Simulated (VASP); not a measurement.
# CuI: optical spectrum of independent particles, by functional and spin-orbit coupling

CuI, P4/nmm (no. 129), 4 atoms in the cell.

| Functional | Spin-orbit coupling | ε at zero frequency, electronic | Mean energy of the absorption, weighted by Im ε (eV) | Refractive index at 1064 nm | Direct gap on the mesh (eV) | Time (s) |
|---|---|---|---|---|---|---|
| PBE | no | 6.32 | 6.48 | 2.60 | 1.62 | 27 |
| LDA | no | 6.65 | 6.34 | 2.70 | 1.44 | 20 |
| PBEsol | no | 6.53 | 6.39 | 2.66 | 1.50 | 23 |
| r2SCAN | no | 5.57 | 6.95 | 2.41 | 2.08 | 98 |
| RPBE | no | 6.08 | 6.58 | 2.54 | 1.77 | 21 |
| PBE | yes | 6.42 | 6.44 | 2.64 | 1.42 | 104 |

Limits: The 6×6×4 mesh is coarse for a spectrum: peaks stand apart that a denser mesh merges, and ε at zero frequency can be far too high; rows 1, 2, 3, 4, 5: spin-orbit coupling is left out, which can matter with atoms this heavy; the pull between electron and hole is left out; the onset follows the functional's gap, which semilocal functionals usually make too small.

## Input of the first row

INCAR:
```
  ALGO = Normal
  CSHIFT = 0.1
  EDIFF = 1E-7
  ENCUT = 340
  GGA = PE
  ISMEAR = 0
  KPAR = 4
  LASPH = T
  LCHARG = F
  LOPTICS = T
  LWAVE = T
  NBANDS = 42
  NEDOS = 2000
  PREC = Accurate
  SIGMA = 0.02
```

KPOINTS:
```
k-points
0
Gamma
  6 6 4
```

POSCAR:
```
CuI
1.0
    4.0901961900      0.0000000000      0.0000000000
    0.0000000000      4.0901961900      0.0000000000
    0.0000000000      0.0000000000      6.5514580400
I Cu
2 2
Direct
    0.0000000000      0.5000000000      0.7430343600
    0.5000000000      0.0000000000      0.2569656400
    0.0000000000      0.0000000000      0.0000000000
    0.5000000000      0.5000000000      0.0000000000
```

Commands:
```
cat potpaw_PBE.64/I/POTCAR potpaw_PBE.64/Cu/POTCAR > POTCAR
mpirun -np 4 vasp_std > vasp.out
```

Changes of the last row against the first:
```
- NBANDS = 42
+ NBANDS = 84
+ LSORBIT = True
+ MAGMOM = 12*0
+ GGA_COMPAT = False
- vasp_std
+ vasp_ncl
```

VASP 6.6.1 took 27 s on 4 cores (Intel Xeon 6975P-C (Granite Rapids)), a shared host.
